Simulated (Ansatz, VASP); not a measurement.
**Two plane-wave programs on C**

The input POSCAR:

```
C
1.0
    2.5031953710      0.0000000000      0.0000000000
   -1.2515976855      2.1678307819      0.0000000000
    0.0000000000      0.0000000000      4.3114446039
C
4
Direct
    0.3333333333      0.6666666667     -0.0003803633
    0.6666666667      0.3333333333      0.4996196367
    0.3333333333      0.6666666667      0.3753803633
    0.6666666667      0.3333333333      0.8753803633
```

File INCAR.step1:

```
SYSTEM = C
  ALGO = Normal
  EDIFF = 1E-4
  ENCUT = 520
  GGA = PE
  ISMEAR = 0
  LASPH = .TRUE.
  LCHARG = .FALSE.
  LREAL = .FALSE.
  LWAVE = .TRUE.
  NBANDS = 16
  NELM = 80
  PREC = Accurate
  SIGMA = 0.01
```

Contents of INCAR.step2:

```
SYSTEM = C
  ALGO = Normal
  EDIFF = 1E-7
  ENCUT = 520
  ISIF = 2
  ISMEAR = 0
  ISTART = 1
  LASPH = .TRUE.
  LCHARG = .FALSE.
  LMIXTAU = .TRUE.
  LREAL = .FALSE.
  LWAVE = .FALSE.
  METAGGA = R2SCAN
  NBANDS = 16
  NELM = 80
  PREC = Accurate
  SIGMA = 0.01
```

The input KPOINTS:

```
k-points
0
G
  12 12 6
  0 0 0
```

Input for Ansatz:

```yaml
crystal:
  lattice:
    - [2.503195371, 0.0, 0.0]
    - [-1.2515976855, 2.1678307819, 0.0]
    - [0.0, 0.0, 4.3114446039]
  atoms:
    - { symbol: C, position: [0.3333333333, 0.6666666667, -0.0003803633] }
    - { symbol: C, position: [0.6666666667, 0.3333333333, 0.4996196367] }
    - { symbol: C, position: [0.3333333333, 0.6666666667, 0.3753803633] }
    - { symbol: C, position: [0.6666666667, 0.3333333333, 0.8753803633] }
kpoints:
  mp_grid: { grid: [12, 12, 6] }
  band_path:
    path:
      - [0.0, 0.0, 0.0]
      - [0.5, 0.0, 0.0]
      - [0.3333333333, 0.3333333333, 0.0]
      - [0.0, 0.0, 0.5]
      - [0.5, 0.0, 0.5]
      - [0.3333333333, 0.3333333333, 0.5]
    npoints: 1
hamiltonian:
  xc: r2scan
scf:
  occupations: { method: fixed }
  n_extra_bands: 5
output:
  forces: true
  stress: true
  eigenvalues: true
  write_density: true
  write_potential: true
  elf: true
  volumetric_format: npy
```

Change from the starting cell: uniaxial_z strain +3.4%.

Alike in both runs: task single point; functional r2SCAN; k mesh 12 × 12 × 6; no spin polarisation.

|  | VASP | Ansatz |
| --- | --- | --- |
| version | VASP 6.6.1 | Ansatz 0.2.0 |
| potentials or method | VASP PAW PBE potentials, release 64 (C) | plane waves, PAW |
| plane-wave cutoff (eV) | 520 | 500 |
| occupations | gaussian, width 0.01 eV | fixed |
| valence electrons in the cell | 16 | 16 |

|  | VASP | Ansatz | Ansatz less VASP |
| --- | --- | --- | --- |
| gap on the k mesh at the Fermi level (eV) | 3.76 | 3.79 | +0.030 |
| pressure (GPa) | -12.5 | -13.5 | -1.00 |
| largest component of the traceless stress (GPa) | 26.79 | 26.59 | -0.200 |
| rms of the force components (eV/Å) | 0.012 | 0.000 | -0.0116 |

Atom by atom the forces differ by 0.012 eV/Å (rms over components).

Caveats: the PAW data sets were made with another functional, which shifts forces and pressure a little (VASP).
